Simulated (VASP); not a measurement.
# Cs (Im-3m) in VASP: further runs, part 2 of 2

VASP 6.6.1. The steps go on from the part before.

## (4) Single point, PBE

INCAR reads:

```
ADDGRID  = False        
ALGO     = Normal         # electronic algorithm
EDIFF    = 1E-6           # SCF threshold, eV
ENCUT    = 450            # plane-wave cutoff, eV
GGA      = PE             # functional
ISIF     = 2              # what is computed and relaxed
ISMEAR   = -5             # smearing method
LASPH    = True           # aspherical terms in the spheres
LCHARG   = False          # write CHGCAR
LREAL    = False          # projectors in reciprocal space
LWAVE    = False          # write WAVECAR
NBANDS   = 10             # bands
NELM     = 100            # most SCF steps
PREC     = Accurate       # precision mode
SIGMA    = 0.15           # smearing width, eV
```

KPOINTS reads:

```
k-points
0
Gamma
  9 9 9
```

POSCAR reads:

```
Cs
1.0
   -3.1284650614      3.1284650614      3.1284650614
    3.1284650614     -3.1284650614      3.1284650614
    3.1284650614      3.1284650614     -3.1284650614
Cs
1
Direct
    0.0000000000      0.0000000000      0.0000000000
```

Potentials or basis: VASP PAW PBE potentials, release 64 (Cs_sv).

Started as:

```console
cat potpaw_PBE.64/Cs_sv/POTCAR > POTCAR
mpirun -np 1 vasp_std > vasp.out
```

OUTCAR:

```text
EDIFF = 1E-6
   ENCUT = 450
   GGA = PE
   ISIF = 2
   ISMEAR = -5
   LASPH = True
   LREAL = False
   NELM = 100
   PREC = Accurate

 Found     35 irreducible k-points:

 Following reciprocal coordinates:
            Coordinates               Weight
  0.000000  0.000000  0.000000      1.000000
  0.111111  0.000000  0.000000     12.000000
  0.222222  0.000000  0.000000     12.000000
  0.333333  0.000000  0.000000     12.000000
  0.444444  0.000000  0.000000     12.000000
  0.111111  0.111111  0.000000     24.000000
   k-points           NKPTS =     35   k-points in BZ     NKDIM =     35   number of bands    NBANDS=     10
   number of dos      NEDOS =    301   number of ions     NIONS =      1
   total plane-waves  NPLWV =  64000
   dimension x,y,z NGX =    40 NGY =   40 NGZ =   40
   dimension x,y,z NGXF=    80 NGYF=   80 NGZF=   80
   ions per type =               1
   NGX,Y,Z   is equivalent  to a cutoff of  12.27, 12.27, 12.27 a.u.
   NGXF,Y,Z  is equivalent  to a cutoff of  24.54, 24.54, 24.54 a.u.
 SYSTEM =  unknown system
   PREC   = accura    normal or accurate (medium, high low for compatibility)
   ISTART =      0    job   : 0-new  1-cont  2-samecut
   ICHARG =      2    charge: 1-file 2-atom 10-const
   ISPIN  =      1    spin polarized calculation?
   LNONCOLLINEAR =      F non collinear calculations
   LSORBIT =      F    spin-orbit coupling
   LASPH  =      T    aspherical Exc in radial PAW
   ENCUT  =  450.0 eV  33.07 Ry    5.75 a.u.   9.37  9.37  9.37*2*pi/ulx,y,z
   NELM   =    100;   NELMIN=  2; NELMDL= -5     # of ELM steps
   EDIFF  = 0.1E-05   stopping-criterion for ELM
   LREAL  =      F    real-space projection
   EDIFFG = 0.1E-04   stopping-criterion for IOM
   NSW    =      0    number of steps for IOM
   IBRION =     -1    ionic relax: 0-MD 1-quasi-New 2-CG
   NFREE  =      0    steps in history (QN), initial steepest desc. (CG)
   ISIF   =      2    stress and relaxation
   ISYM   =      2    0-nonsym 1-usesym 2-fastsym
   POTIM  = 0.5000    time-step for ionic-motion
   TEBEG  =    0.0;   TEEND  =   0.0 temperature during run
   PSTRESS=    0.0 pullay stress
   NELECT =       9.0000    total number of electrons
   NUPDOWN=      -1.0000    fix difference up-down
   EMIN   =  10.00;   EMAX   =-10.00  energy-range for DOS
   EFERMI =   0.00;   METHOD = LEGACY
   ISMEAR =    -5;   SIGMA  =   0.15  broadening in eV -4-tet -1-fermi 0-gaus
   EFERMI_NEDOS =   21; number of points for ismear=-14 and -15
   IALGO  =     38    algorithm
   IMIX   =      4    mixing-type and parameters
     AMIX     =   0.40;   BMIX     =  1.00
     AMIX_MAG =   1.60;   BMIX_MAG =  1.00
  volume/ion in A,a.u.               =     122.48       826.51
  Fermi-wavevector in a.u.,A,eV,Ry     =   0.685706  1.295796  6.397353  0.470192
  Thomas-Fermi vector in A             =   1.765724
   LORBIT       =      0    0 simple, 1 ext, 2 COOP (PROOUT), +10 PAW based schemes
   GGA     = PE    functional components
   LHFCALC =     F    Hartree Fock is set to
   AEXX    =    0.0000 exact exchange contribution
   IVDW    =     0    specifies the selected vdW correction
   LEPSILON=     F    determine dielectric tensor
   LRPA    =     F    only Hartree local field effects (RPA)
 non-spin polarized calculation
 Fermi weights with tetrahedron method with Bloechl corrections
  energy-cutoff  :      450.00
  volume of cell :      122.48
 maximum number of plane-waves:      2676
 NGX is ok and might be reduce to    40
   NGX = 19   NGY = 19   NGZ = 19

 number of electron       8.9999999 magnetization

 Free energy of the ion-electron system (eV)
  ---------------------------------------------------
  ext. energy  EPLUGINS =         0.00000000
  ---------------------------------------------------
  free energy    TOTEN  =        -0.84900458 eV

  energy without entropy =       -0.84900458  energy(sigma->0) =       -0.84900458

 E-fermi :   0.3144     XC(G=0):  -5.2519

 val. band max:        0.2863046435   @ k =  -0.3333   0.4444   0.1111
 cond. band min:       0.3655047798   @ k =  -0.4444   0.4444   0.1111
 fundamental gap:      0.0792001363
 Fermi energy:         0.3144168698

 k-point     1 :       0.0000    0.0000    0.0000
  band No.  band energies     occupation
      1     -23.5935      2.00000
      2     -10.3455      2.00000
      3     -10.3455      2.00000
      4     -10.3455      2.00000
      5      -1.3129      2.00000
      6       2.7549      0.00000
      7       2.7549      0.00000
      8       2.7549      0.00000
      9       3.5687      0.00000
     10       3.5687      0.00000
[... 53 lines left out ...]
 k-point     6 :       0.1111    0.1111    0.0000
  band No.  band energies     occupation
      1     -23.5919      2.00000
      2     -10.3816      2.00000
      3     -10.3548      2.00000
      4     -10.3487      2.00000
      5      -0.9391      2.00000
      6       2.3285      0.00000
      7       2.3981      0.00000
      8       3.1308      0.00000
      9       3.2505      0.00000
     10       3.6611      0.00000

 [... further k-points ...]
[... 5 lines left out ...]
  --------------------------------------------------------------------------------------
  -------------------------------------------------------------------------------------
  Total       -0.0721018     -0.0721018     -0.0721018      0.0000000      0.0000000     -0.0000000
  in kB       -0.9431975     -0.9431975     -0.9431975      0.0000000      0.0000000     -0.0000000
  external PRESSURE =      -0.9431975 kB  Pullay stress =       0.0000000 kB

 VOLUME and BASIS-vectors are now :
 -----------------------------------------------------------------------------
  energy-cutoff  :      450.00
  volume of cell :      122.48
      direct lattice vectors                 reciprocal lattice vectors
    -3.128465061  3.128465061  3.128465061     0.000000000  0.159822785  0.159822785
     3.128465061 -3.128465061  3.128465061     0.159822785  0.000000000  0.159822785
     3.128465061  3.128465061 -3.128465061     0.159822785  0.159822785  0.000000000

 POSITION                                       TOTAL-FORCE (eV/Angst)
 -----------------------------------------------------------------------------------
      0.00000      0.00000      0.00000         0.000000      0.000000     -0.000000
 -----------------------------------------------------------------------------------
    total drift:                               -0.000000      0.000000     -0.000000

  FREE ENERGIE OF THE ION-ELECTRON SYSTEM (eV)
  ---------------------------------------------------
  free  energy   TOTEN  =        -0.8490045817 eV

  energy  without entropy=       -0.8490045817  energy(sigma->0) =       -0.84900458
```

OSZICAR:

```text
N       E                     dE             d eps       ncg     rms          rms(c)
DAV:   1     0.517417457269E+02    0.51742E+02   -0.26458E+03   700   0.554E+02
DAV:   2     0.457853900361E+01   -0.47163E+02   -0.46194E+02   902   0.104E+02
DAV:   3    -0.767500719631E+00   -0.53460E+01   -0.53418E+01   810   0.400E+01
DAV:   4    -0.846610568130E+00   -0.79110E-01   -0.79091E-01   922   0.591E+00
DAV:   5    -0.846927533565E+00   -0.31697E-03   -0.31673E-03   918   0.321E-01    0.129E-01
DAV:   6    -0.847724875762E+00   -0.79734E-03   -0.12923E-03   892   0.173E-01    0.905E-02
DAV:   7    -0.848915254782E+00   -0.11904E-02   -0.36179E-03   766   0.299E-01    0.350E-02
DAV:   8    -0.849002975119E+00   -0.87720E-04   -0.12352E-04   802   0.670E-02    0.413E-03
DAV:   9    -0.849004922858E+00   -0.19477E-05   -0.38144E-06  1080   0.102E-02    0.276E-03
DAV:  10    -0.849004581664E+00    0.34119E-06   -0.87629E-07   774   0.431E-03
   1 F= -.84900458E+00 E0= -.84900458E+00  d E =0.000000E+00
```

stdout:

```text
POSCAR found type information on POSCAR Cs
 POSCAR found :  1 types and       1 ions
 scaLAPACK will be used
 LDA part: xc-table for (Slater+PW92), standard interpolation
 POSCAR, INCAR and KPOINTS ok, starting setup
 FFT: planning ... GRIDC
 FFT: planning ... GRID_SOFT
 FFT: planning ... GRID
 WAVECAR not read
 entering main loop
 -----------------------------------------------------------------------------
|                                                                             |
|           W    W    AA    RRRRR   N    N  II  N    N   GGGG   !!!           |
|           W    W   A  A   R    R  NN   N  II  NN   N  G    G  !!!           |
|           W    W  A    A  R    R  N N  N  II  N N  N  G       !!!           |
|           W WW W  AAAAAA  RRRRR   N  N N  II  N  N N  G  GGG   !            |
|           WW  WW  A    A  R   R   N   NN  II  N   NN  G    G                |
|           W    W  A    A  R    R  N    N  II  N    N   GGGG   !!!           |
|                                                                             |
|     Tetrahedron method does not include variations of the Fermi             |
|     occupations, so forces and stress will be inaccurate. We suggest        |
|     using a different smearing scheme ISMEAR = 1 or 2 for metals in         |
|     relaxations.                                                            |
|                                                                             |
 -----------------------------------------------------------------------------
```

It took 18 s on 1 thread of Intel Xeon Platinum 8375C at 2.90GHz (Ice Lake), shared host; peak memory 0.23 GiB.

These settings aren't checked as converged: the numbers below hold their error.

Results:

| Item | Value |
| --- | --- |
| Free energy | -0.8490 eV |
| Pressure | -0.1 GPa |
| Band gap on the k mesh | none (metal or under the smearing width) |

Caveat: tetrahedron occupations give inexact forces and stress in metals.

## (5) For comparison

An earlier run on the cell as given: functional PBE; potentials or basis VASP PAW PBE potentials, release 64 (Cs_sv); cutoff 520 eV; k mesh 6 × 6 × 6; occupations fermi-dirac, width 0.05 eV; no spin polarisation.

- Pressure: -0.1 GPa
- Band gap on the k mesh: none (metal or under the smearing width)
